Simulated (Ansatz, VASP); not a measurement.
# One calculation of Be, two programs

```xyz
1
Lattice="-1.1796 1.1796 1.1796 1.1796 -1.1796 1.1796 1.1796 1.1796 -1.1796" Properties=species:S:1:pos:R:3 pbc="T T T"
Be    0.0000    0.0000    0.0000
```

Change from the starting cell: volume scaled by 0.84, PAW files.

Alike in both runs: task single point; functional PBE; k mesh 21 × 21 × 21; occupations fermi-dirac, width 0.08 eV; no spin polarisation.

```csv
,VASP,Ansatz
version,VASP 6.6.1,Ansatz 0.2.0
potentials or method,"VASP PAW PBE potentials, release 64 (Be)","PAW with Ansatz's default frozen-core files, scalar-relativistic"
plane-wave cutoff (eV),520,420
valence electrons in the cell,2,2
```

|  | VASP | Ansatz | Ansatz less VASP |
| --- | --- | --- | --- |
| pressure (GPa) | 29.2 | 28.9 | -0.25 |

Caveats: so large a pressure means that the cell lies far from this level's equilibrium, or that cutoff or potentials fall short (VASP).
